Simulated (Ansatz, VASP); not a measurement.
Nb: VASP beside Ansatz

```
Nb
1.0
    -1.65481    1.66189    1.66310
     1.61189   -1.66978    1.62806
     1.70285    1.71781   -1.67098
Nb
1
Cartesian
  0.0014 0.0170 -0.0261
```

Change from the starting cell: cell strained at random at fixed volume.

Alike in both runs: task single point; functional PBEsol; k mesh 11 × 11 × 11; occupations fermi-dirac, width 0.05 eV; no spin polarisation.

|  | VASP | Ansatz |
| --- | --- | --- |
| version | VASP 6.6.1 | Ansatz 0.2.0 |
| potentials or method | VASP PAW PBE potentials, release 64 (Nb_sv) | Ansatz PAW |
| plane-wave cutoff (eV) | 520 | 420 |
| valence electrons in the cell | 13 | 13 |

```tsv
	VASP	Ansatz	Ansatz less VASP
gap on the k mesh at the Fermi level (eV)	none	none	-
pressure (GPa)	-8.2	-7.9	+0.27
largest component of the traceless stress (GPa)	1.44	1.45	+0.005
```

A gap of «none» marks a metal or a gap that the smearing closes.

Caveats: the PAW data sets were made with another functional, which shifts forces and pressure a little (VASP); the PAW data sets come from PBE, with cores solved anew for the run's functional, which leaves a small shift of forces and pressure (Ansatz).
